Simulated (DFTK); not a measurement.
The system is MoS2.

```
Mo S
1.0
     3.16900    0.00000    0.00000
    -1.58450    2.74443    0.00000
     0.00000    0.00000   12.32400
Mo S
2 4
Cartesian
  1.5845 0.9148 9.2430
  0.0000 1.8296 3.0810
  1.5845 0.9148 4.6461
  0.0000 1.8296 10.8081
  1.5845 0.9148 1.5159
  0.0000 1.8296 7.6779
```

Base run:

```yaml
Program: DFTK 0.8.2
Functional: PBE
Potentials_or_basis: dojo.nc.sr.pbe.v0_4_1.standard.upf (PBE)
Cutoff: 1088 eV
k_mesh: 10 × 10 × 3
Occupations: fermi-dirac, width 0.05 eV
Spin: no spin polarisation
```

Its results: band gap on the k mesh 0.93 eV, indirect (least direct gap 1.87 eV); pressure 2.0 GPa; largest force 0.057 eV/Å.

Q: The run is repeated on the same cell with these changes: functional from PBE to PBEsol; potentials or basis from dojo.nc.sr.pbe.v0_4_1.standard.upf (PBE) to dojo.nc.sr.pbesol.v0_4_1.standard.upf (PBEsol). What comes out?

A: Band gap on the k mesh 0.89 eV, indirect (least direct gap 1.87 eV); pressure -2.9 GPa; largest force 0.305 eV/Å.

Caveats: an odd mesh through Γ misses points on the zone boundary, where band edges often lie; this functional lacks dispersion, which binds the layers, so the pressure and a relaxed spacing across them are unreliable.

Not every run made on this cell is shown here.
